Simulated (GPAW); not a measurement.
**Core-hole calculation of the P K edge in zinc-blende (GaP)₁₋ₓ(InP)ₓ at x = 0.25**

What does the P K edge look like in zinc-blende (GaP)₁₋ₓ(InP)ₓ at x = 0.25?

Calculated with GPAW 26.7.0; X-ray absorption from dipole matrix elements to empty bands, plane-wave PAW PBE.

Most raw output is cut from this account.

**1. The structure**

The cell holds 16 atoms: 6 Ga, 8 P and 2 In. Cell: a = 7.857 Å, b = 7.857 Å, c = 7.857 Å, α = 60.0°, β = 60.0°, γ = 60.0°. 16-atom zinc-blende cell, 2 of 8 Ga sites taken by In at random, lattice constants typed for the ends and interpolated (Vegard).

**2. Relaxation**

Bond lengths around the absorber set the edge shape, so the atoms are relaxed before any spectrum.

The input, relax.py:

```python
import numpy as np
from ase import Atoms
from ase.parallel import parprint, paropen
from gpaw import GPAW, PW, FermiDirac, Mixer, MixerDif, setup_paths
from ase.optimize import BFGS

atoms = Atoms('GaPGaPGaPInPGaPInPGaPGaP',
    cell=[[0, 5.5555, 5.5555],
     [5.5555, 0, 5.5555],
     [5.5555, 5.5555, 0]],
    scaled_positions=[[0.998642, 0.001653, 0.003022],
     [0.126189, 0.127412, 0.127791],
     [0.000549, 0.000817, 0.499389],
     [0.123038, 0.12542, 0.62792],
     [0.001541, 0.500518, 0.99946],
     [0.121562, 0.624525, 0.125623],
     [0.003606, 0.500698, 0.498618],
     [0.125258, 0.623322, 0.623829],
     [0.49736, 0.001019, 0.999094],
     [0.623508, 0.123636, 0.127215],
     [0.497929, 0.002136, 0.497981],
     [0.623491, 0.124332, 0.627144],
     [0.504481, 0.498164, 0.997572],
     [0.629075, 0.626622, 0.127868],
     [0.499116, 0.504167, 0.50085],
     [0.623439, 0.620778, 0.624946]],
    pbc=True)
atoms.calc = GPAW(legacy_gpaw=True, mode=PW(400, force_complex_dtype=True), xc='PBE', setups={},
    kpts={'size': (3, 3, 3), 'gamma': True}, occupations=FermiDirac(0.08),
    charge=0, mixer=Mixer(0.1, 5, 50), maxiter=150,
    convergence={'density': 0.0001, 'eigenstates': 1e-6}, txt='relax.txt')
steps = []
opt = BFGS(atoms, logfile='-')
opt.attach(lambda: steps.append([atoms.get_potential_energy(), float(np.linalg.norm(atoms.get_forces(), axis=1).max())]))
done = opt.run(fmax=0.05, steps=30)
out = dict(done=bool(done), steps=steps, frac=atoms.get_scaled_positions().tolist())
import json
with paropen('out.json', 'w') as f:
    json.dump(out, f)
```

Run with:

```bash
OMP_NUM_THREADS=1 mpirun -n 4 gpaw python relax.py
```

Elapsed: 2.7 min, on 4 MPI ranks of Arm Neoverse V2, shared host; peak memory 0.33 GiB.

In 5 steps the energy fell by 512 meV (energies extrapolated to zero smearing) and the largest force to 0.047 eV/Å. Atom 4 (P; the text counts from 1, the script from 0) is among those that moved most, by 0.11 Å.

**3. The field without a hole**

The ground state comes first: it tells whether the system has a gap, which decides how the excited electron is treated.

The input, scf.py:

```python
import numpy as np
from ase import Atoms
from ase.parallel import parprint, paropen
from gpaw import GPAW, PW, FermiDirac, Mixer, MixerDif, setup_paths
from gpaw.test import gen
setup_paths.insert(0, '.')
gen('P', name='nch1s', xcname='PBE', corehole=(1, 0, 0), write_xml=True)
from gpaw.mpi import world
world.barrier()

atoms = Atoms('GaPGaPGaPInPGaPInPGaPGaP',
    cell=[[0, 5.5555, 5.5555],
     [5.5555, 0, 5.5555],
     [5.5555, 5.5555, 0]],
    scaled_positions=[[0.9990341, 0.0004876, 0.0031918],
     [0.12464, 0.1260239, 0.126661],
     [0.9989026, 0.0004058, 0.5018402],
     [0.1136384, 0.1152219, 0.6376124],
     [0.0009983, 0.5010458, 0.9992134],
     [0.1312805, 0.6304663, 0.1100022],
     [0.0012499, 0.5005491, 0.4983734],
     [0.129617, 0.6303742, 0.6290868],
     [0.4997194, 0.0003978, 0.9995965],
     [0.6290432, 0.1296966, 0.1115104],
     [0.4990014, 0.0002216, 0.5002343],
     [0.628803, 0.130056, 0.6293258],
     [0.5014534, 0.4999698, 0.0006108],
     [0.6259125, 0.6254055, 0.1254369],
     [0.4996396, 0.5000442, 0.5005294],
     [0.6158696, 0.6148948, 0.635041]],
    pbc=True)
atoms.calc = calc = GPAW(legacy_gpaw=True, mode=PW(400, force_complex_dtype=True), xc='PBE', setups={5: 'nch1s'},
    kpts={'size': (3, 3, 3), 'gamma': True}, occupations=FermiDirac(0.05),
    charge=0, mixer=Mixer(0.1, 5, 50), maxiter=150,
    convergence={'density': 0.0001, 'eigenstates': 1e-6}, txt='scf.txt')
energy = atoms.get_potential_energy() + calc.get_reference_energy()
ef = calc.get_fermi_level()
out = dict(energy=energy, fermi=ef, forces=atoms.get_forces().tolist())
parprint(f'all-electron energy {energy:.4f} eV, Fermi level {ef:.4f} eV')
ev = np.array([[calc.get_eigenvalues(k, s) for k in range(len(calc.get_ibz_k_points()))] for s in range(calc.get_number_of_spins())])
out['homo'], out['lumo'], out['counts'] = ev[ev < ef].max(), ev[ev > ef].min(), sorted(set((ev < ef).sum((0, 2)).tolist()))
out['filled'] = (ev[:, 0] < ef).sum(1).tolist()
import json
with paropen('out.json', 'w') as f:
    json.dump(out, f)
```

Run with:

```bash
OMP_NUM_THREADS=1 mpirun -n 4 gpaw python scf.py
```

The job ended after 48 s (4 MPI ranks; peak memory 0.33 GiB).

The mesh shows a gap of 1.16 eV. The excited electron is kept all the same, so that all members of the series, with or without a gap, are treated alike.

**4. Cell without a hole, the energy reference**

The photon energy needs a difference of total energies, so the cell and mesh of the coming hole run are first run without a hole.

Edit scf.py of step 3 so:

```diff
@@ -32,3 +32,3 @@
 atoms.calc = calc = GPAW(legacy_gpaw=True, mode=PW(400, force_complex_dtype=True), xc='PBE', setups={5: 'nch1s'},
-    kpts={'size': (3, 3, 3), 'gamma': True}, occupations=FermiDirac(0.05),
+    kpts={'size': (3, 3, 3), 'gamma': True}, occupations=FermiDirac(0.02),
     charge=0, mixer=Mixer(0.1, 5, 50), maxiter=150,
```

It took 48 s on 4 MPI ranks; peak memory 0.33 GiB.

Reference energy: -711752.891 eV with the cores included.

**5. Spectrum with XCH, P atom 6**

The holes are 7.9 Å apart. In GPAW the data set carries the hole's charge, so charge=0 means a charged cell and charge=-1 a neutral one. The excited electron is kept in the cell, where it fills the lowest empty states and screens the hole. After the field has converged, empty bands are computed with the density fixed and the dipole matrix elements are summed.

The absorber has 3 Ga at 2.38 Å and 1 In at 2.49 Å (distorted tetrahedral).

The input, xas.py:

```python
import numpy as np
from ase import Atoms
from ase.parallel import parprint, paropen
from gpaw import GPAW, PW, FermiDirac, Mixer, MixerDif, setup_paths
from gpaw.test import gen
setup_paths.insert(0, '.')
gen('P', name='fch1s', xcname='PBE', corehole=(1, 0, 1), write_xml=True)
from gpaw.mpi import world
world.barrier()

atoms = Atoms('GaPGaPGaPInPGaPInPGaPGaP',
    cell=[[0, 5.5555, 5.5555],
     [5.5555, 0, 5.5555],
     [5.5555, 5.5555, 0]],
    scaled_positions=[[0.9990341, 0.0004876, 0.0031918],
     [0.12464, 0.1260239, 0.126661],
     [0.9989026, 0.0004058, 0.5018402],
     [0.1136384, 0.1152219, 0.6376124],
     [0.0009983, 0.5010458, 0.9992134],
     [0.1312805, 0.6304663, 0.1100022],
     [0.0012499, 0.5005491, 0.4983734],
     [0.129617, 0.6303742, 0.6290868],
     [0.4997194, 0.0003978, 0.9995965],
     [0.6290432, 0.1296966, 0.1115104],
     [0.4990014, 0.0002216, 0.5002343],
     [0.628803, 0.130056, 0.6293258],
     [0.5014534, 0.4999698, 0.0006108],
     [0.6259125, 0.6254055, 0.1254369],
     [0.4996396, 0.5000442, 0.5005294],
     [0.6158696, 0.6148948, 0.635041]],
    pbc=True)
atoms.calc = calc = GPAW(legacy_gpaw=True, mode=PW(400, force_complex_dtype=True), xc='PBE', setups={5: 'fch1s'},
    kpts={'size': (3, 3, 3), 'gamma': True}, occupations=FermiDirac(0.04),
    charge=-1, mixer=Mixer(0.1, 5, 50), maxiter=150,
    convergence={'density': 0.0001, 'eigenstates': 1e-6}, txt='scf.txt')
energy = atoms.get_potential_energy() + calc.get_reference_energy()
ef = calc.get_fermi_level()
out = dict(energy=energy, fermi=ef, forces=atoms.get_forces().tolist())
parprint(f'all-electron energy {energy:.4f} eV, Fermi level {ef:.4f} eV')
ev = np.array([[calc.get_eigenvalues(k, s) for k in range(len(calc.get_ibz_k_points()))] for s in range(calc.get_number_of_spins())])
out['homo'], out['lumo'], out['counts'] = ev[ev < ef].max(), ev[ev > ef].min(), sorted(set((ev < ef).sum((0, 2)).tolist()))
out['filled'] = (ev[:, 0] < ef).sum(1).tolist()

from ase.units import Ha
from gpaw.xas import dipole_matrix_elements
nb = int(calc.get_number_of_electrons() / 2) + 176
top, nb = nb, nb + 8 + nb // 12
nscf = calc.fixed_density(kpts={'size': (4, 4, 4), 'gamma': True}, nbands=nb,
    convergence={'bands': top, 'eigenstates': 5e-3}, maxiter=60, txt='nscf.txt')
cell = atoms.cell.array
ops = [cell.T @ U.T @ np.linalg.inv(cell.T) for U in nscf.wfs.kd.symmetry.op_scc]
filled = [42]  # bands filled in the ground state, by spin
E = np.arange(-6, 30, 0.1)
fwhm = np.interp(E, [4, 25], [0.9, 3.5])
Y, X, zero, highest = 0, 0, 1e9, 1e9
for spin in range(nscf.get_number_of_spins()):
    wfs = nscf.wfs
    mine = wfs.bd.get_slice()  # this rank's bands
    A = dipole_matrix_elements(wfs.setups[5])
    eps = np.zeros((wfs.kd.nibzkpts, nb))
    d = np.zeros((3, A.shape[1], wfs.kd.nibzkpts, nb), complex)
    for kpt in wfs.kpt_u:
        if kpt.s == spin and 5 in kpt.P_ani:
            eps[kpt.k, mine] = kpt.eps_n * Ha
            d[:, :, kpt.k, mine] = (kpt.weight * wfs.nspins / 2) ** 0.5 * np.inner(A, kpt.P_ani[5])
    world.sum(eps)
    world.sum(d)
    T = np.einsum('amkn,bmkn->abkn', d, d.conj()).real
    T = sum(np.einsum('ai,ijkn,bj->abkn', R, T, R) for R in ops) / len(ops)
    empty = np.ones_like(eps, bool) & (np.arange(nb) >= filled[spin])
    zero, highest = min(zero, eps[empty].min()), min(highest, eps[:, top - 1].min())
    lines = [(eps, T, empty)] if spin == 0 else lines + [(eps, T, empty)]
for eps, T, empty in lines:
    f = np.einsum('aakn->akn', T).reshape(3, -1)
    x = eps.ravel() - zero
    w = np.interp(x, E, fwhm) / 2.35482
    g = np.exp(-0.5 * ((E[:, None] - x) / w) ** 2) / (w * (2 * np.pi) ** 0.5)
    Y = Y + (f * empty.ravel()) @ g.T
    X = X + (f * ~empty.ravel()) @ g.T
out.update(E=E.round(2).tolist(), xas=Y.tolist(), xes=X.tolist(), zero=zero, valid=highest - zero, nk=len(eps), nb=nb)
for i in range(0, len(E), 10):
    parprint(f'{E[i]:7.2f}', *(f'{v:10.3e}' for v in Y[:, i]))
import json
with paropen('out.json', 'w') as f:
    json.dump(out, f)
```

Run with:

```bash
OMP_NUM_THREADS=1 mpirun -n 4 gpaw python xas.py
```

Wall time 5.5 min (4 MPI ranks); peak memory 0.71 GiB; 22 min of CPU time.

The P K spectrum, P atom 6, excited-electron core hole (neutral cell) (energy from the bottom of the conduction band, which holds the excited electron; intensity scaled to a mean of 1 over the first 20 eV):

```tsv
E (eV)	intensity
-2.00	0.00
-1.25	0.00
-0.50	0.00
0.25	0.16
1.00	1.12
1.75	1.59
2.50	1.31
3.25	1.49
4.00	2.04
4.75	1.19
5.50	0.92
6.25	1.29
7.00	1.40
7.75	1.02
8.50	1.00
9.25	0.86
10.00	0.73
10.75	0.72
11.50	0.79
12.25	0.88
13.00	0.97
13.75	0.98
14.50	0.91
15.25	0.84
16.00	0.82
16.75	0.80
17.50	0.76
18.25	0.72
19.00	0.71
19.75	0.72
20.50	0.74
21.25	0.74
22.00	0.74
22.75	0.77
23.50	0.82
24.25	0.88
25.00	0.91
25.75	0.92
26.50	0.90
```

Main maxima below 24 eV (height): 1.5 eV (1.64), 3.8 eV (2.19), 6.7 eV (1.49) and 13.5 eV (0.99). A K edge sees empty p states on the absorber.

The total-energy difference is 2155.80 eV. One term is added: -15.96 eV, since the hole is spin-paired here and a spin-polarised one costs that much less in the free atom (computed apart). The photon energy is then 2139.84 eV. The functional leaves an error of a few eV in such absolute values.

**6. Reference energy of the cell**

The absorbing element, whose data set is made anew, changes for the next run, so it gets a reference energy of its own.

Edit scf.py of step 4 so:

```diff
@@ -6,3 +6,3 @@
 setup_paths.insert(0, '.')
-gen('P', name='nch1s', xcname='PBE', corehole=(1, 0, 0), write_xml=True)
+gen('Ga', name='nch1s', xcname='PBE', corehole=(1, 0, 0), write_xml=True)
 from gpaw.mpi import world
@@ -31,3 +31,3 @@
     pbc=True)
-atoms.calc = calc = GPAW(legacy_gpaw=True, mode=PW(400, force_complex_dtype=True), xc='PBE', setups={5: 'nch1s'},
+atoms.calc = calc = GPAW(legacy_gpaw=True, mode=PW(400, force_complex_dtype=True), xc='PBE', setups={12: 'nch1s'},
     kpts={'size': (3, 3, 3), 'gamma': True}, occupations=FermiDirac(0.02),
```

Run with:

```bash
OMP_NUM_THREADS=1 mpirun -n 4 gpaw python scf.py
```

Run time: 47 s. Hardware: 4 MPI ranks; peak memory 0.33 GiB.

Reference energy: -711752.891 eV with the cores included.

**7. Spectrum with XCH, Ga atom 13**

The holes are 7.9 Å apart. The excited electron is kept in the cell, where it fills the lowest empty states and screens the hole. After the field has converged, empty bands are computed with the density fixed and the dipole matrix elements are summed.

The absorber has 1 P at 2.35 Å, 2 P at 2.38 Å and 1 P at 2.40 Å (tetrahedral).

Edit xas.py of step 5 so:

```diff
@@ -6,3 +6,3 @@
 setup_paths.insert(0, '.')
-gen('P', name='fch1s', xcname='PBE', corehole=(1, 0, 1), write_xml=True)
+gen('Ga', name='fch1s', xcname='PBE', corehole=(1, 0, 1), write_xml=True)
 from gpaw.mpi import world
@@ -31,3 +31,3 @@
     pbc=True)
-atoms.calc = calc = GPAW(legacy_gpaw=True, mode=PW(400, force_complex_dtype=True), xc='PBE', setups={5: 'fch1s'},
+atoms.calc = calc = GPAW(legacy_gpaw=True, mode=PW(400, force_complex_dtype=True), xc='PBE', setups={12: 'fch1s'},
     kpts={'size': (3, 3, 3), 'gamma': True}, occupations=FermiDirac(0.04),
@@ -53,3 +53,3 @@
 E = np.arange(-6, 30, 0.1)
-fwhm = np.interp(E, [4, 25], [0.9, 3.5])
+fwhm = np.interp(E, [4, 25], [1.82, 3.5])
 Y, X, zero, highest = 0, 0, 1e9, 1e9
@@ -58,3 +58,3 @@
     mine = wfs.bd.get_slice()  # this rank's bands
-    A = dipole_matrix_elements(wfs.setups[5])
+    A = dipole_matrix_elements(wfs.setups[12])
     eps = np.zeros((wfs.kd.nibzkpts, nb))
@@ -62,5 +62,5 @@
     for kpt in wfs.kpt_u:
-        if kpt.s == spin and 5 in kpt.P_ani:
+        if kpt.s == spin and 12 in kpt.P_ani:
             eps[kpt.k, mine] = kpt.eps_n * Ha
-            d[:, :, kpt.k, mine] = (kpt.weight * wfs.nspins / 2) ** 0.5 * np.inner(A, kpt.P_ani[5])
+            d[:, :, kpt.k, mine] = (kpt.weight * wfs.nspins / 2) ** 0.5 * np.inner(A, kpt.P_ani[12])
     world.sum(eps)
```

Run with:

```bash
OMP_NUM_THREADS=1 mpirun -n 4 gpaw python xas.py
```

Run time: 5.6 min. Hardware: 4 MPI ranks; peak memory 0.73 GiB.

The Ga K spectrum, Ga atom 13, excited-electron core hole (neutral cell) (energy from the bottom of the conduction band, which holds the excited electron; intensity scaled to a mean of 1 over the first 20 eV):

```tsv
E (eV)	isotropic	ε ∥ x	ε ∥ z
-2.0	0.00	0.00	0.00
-1.5	0.00	0.00	0.00
-1.0	0.01	0.01	0.01
-0.5	0.04	0.04	0.05
0.0	0.13	0.11	0.16
0.5	0.29	0.26	0.35
1.0	0.52	0.48	0.61
1.5	0.79	0.74	0.88
2.0	1.03	0.99	1.11
2.5	1.25	1.23	1.29
3.0	1.48	1.48	1.48
3.5	1.69	1.70	1.66
4.0	1.77	1.79	1.73
4.5	1.63	1.65	1.59
5.0	1.36	1.38	1.32
5.5	1.10	1.12	1.07
6.0	0.94	0.95	0.92
6.5	0.90	0.91	0.89
7.0	0.92	0.92	0.92
7.5	0.94	0.94	0.94
8.0	0.93	0.93	0.93
8.5	0.91	0.92	0.90
9.0	0.92	0.93	0.90
9.5	0.98	0.99	0.95
10.0	1.05	1.07	1.03
10.5	1.11	1.12	1.09
11.0	1.12	1.12	1.11
11.5	1.09	1.09	1.10
12.0	1.05	1.04	1.07
12.5	1.01	1.00	1.04
13.0	1.00	1.00	1.02
13.5	1.00	1.00	1.01
14.0	1.00	0.99	1.00
14.5	0.97	0.97	0.97
15.0	0.94	0.94	0.94
15.5	0.91	0.92	0.91
16.0	0.91	0.91	0.89
16.5	0.91	0.92	0.89
17.0	0.90	0.91	0.88
17.5	0.88	0.89	0.86
18.0	0.83	0.84	0.81
18.5	0.79	0.80	0.77
19.0	0.75	0.76	0.74
19.5	0.74	0.75	0.73
20.0	0.75	0.76	0.74
20.5	0.77	0.78	0.77
21.0	0.79	0.79	0.79
21.5	0.80	0.80	0.79
22.0	0.80	0.80	0.79
22.5	0.79	0.79	0.78
23.0	0.77	0.78	0.77
23.5	0.77	0.77	0.77
24.0	0.77	0.77	0.78
24.5	0.80	0.79	0.80
25.0	0.83	0.82	0.84
25.5	0.86	0.86	0.88
26.0	0.90	0.89	0.92
26.5	0.93	0.92	0.95
```

Main maxima below 26 eV (height): 4.0 eV (1.77) and 10.8 eV (1.12). 

The energy difference (zero at 10402 eV) isn't read as a photon energy: for so heavy an absorber the terms left out (the hole's spin, the functional's error) amount to tens of eV or more.

**8. Outcome**

| Property | Result |
| --- | --- |
| absorber and edge | P K, atom 6 of the ground-state input (counted from 1) |
| surroundings | 3 Ga at 2.38 Å and 1 In at 2.49 Å (distorted tetrahedral) |
| highest intensity below 16 eV | 3.8 eV above the zero, height 2.19 |
| photon energy of the zero, with the added terms | 2139.8 eV (raw 2155.8 eV; uncertain by a few eV) |

In words: The P K edge of atom 6, with 3 Ga at 2.38 Å and 1 In at 2.49 Å (distorted tetrahedral), has its highest intensity of the first 16 eV at 3.8 eV above the zero, near 2144 eV in photon energy (uncertain by a few eV), 2.2 times the mean level of the first 20 eV (Gaussian full width 0.9 eV up to 4 eV, rising linearly to 3.5 eV at 25 eV). The mesh is coarse (0.24 Å⁻¹ between points), so small maxima may be mesh ripples.

[Logs are printed without paths, hosts, clocks, repeated set-up lines and the standing remarks that a program may print on its own settings, such as how far it seeks lower states.]

[Hosts, paths, dates, database ids (printed as entryN), source tags and the programs' standing remarks are cut or masked in the printed files.]

[Lists of maxima count a maximum above −3 eV only where it reaches 4 % of the highest in the window and stands out from its surroundings by 2 % of it (1.5 % where it reaches 55 %); shoulders and weaker maxima are passed over, and of the rest the first, up to two pre-edge ones and the few strongest are named.]
